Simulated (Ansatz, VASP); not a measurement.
## Two plane-wave programs on Al

```
Al
1.0
     2.82708    0.00000    0.00000
    -1.41354    2.44832    0.00000
     0.00000    0.00000    9.18599
Al
4
Direct
  0.00000 0.00000 0.00000
  0.00000 0.00000 0.50000
  0.33333 0.66667 0.25000
  0.66667 0.33333 0.75000
```

This isn't the form of Al at room conditions, which is fcc.

Alike in both runs: task relaxation of cell and atoms; functional BLYP; dispersion D3(BJ); k mesh 9 × 9 × 2; no spin polarisation.

|  | VASP | Ansatz |
| --- | --- | --- |
| version | VASP 6.6.1 | Ansatz 0.2.0 |
| potentials or method | VASP PAW PBE potentials, release 64 (Al) | plane waves, PAW |
| plane-wave cutoff (eV) | 600 | 420 |
| occupations | methfessel-paxton of order 1, width 0.1 eV | cold, width 0.1 eV |
| valence electrons in the cell | 12 | 12 |

Ansatz gave:

| Quantity | Value |
| --- | --- |
| relaxed volume (Å³/atom) | 15.49 |
| relaxed cell length with the largest relative difference (Å) | 8.948 |
| energy change over the relaxation (meV/atom) | -6 |

**Question.** What did VASP give for the same quantities?

**Answer.** Relaxed volume (Å³/atom): 15.53; relaxed cell length with the largest relative difference (Å): 8.957; energy change over the relaxation (meV/atom): -5.

Caveats: the PAW data sets were made with another functional, which shifts forces and pressure a little (VASP); pairwise dispersion overbinds metals, which lowers pressure and volume.
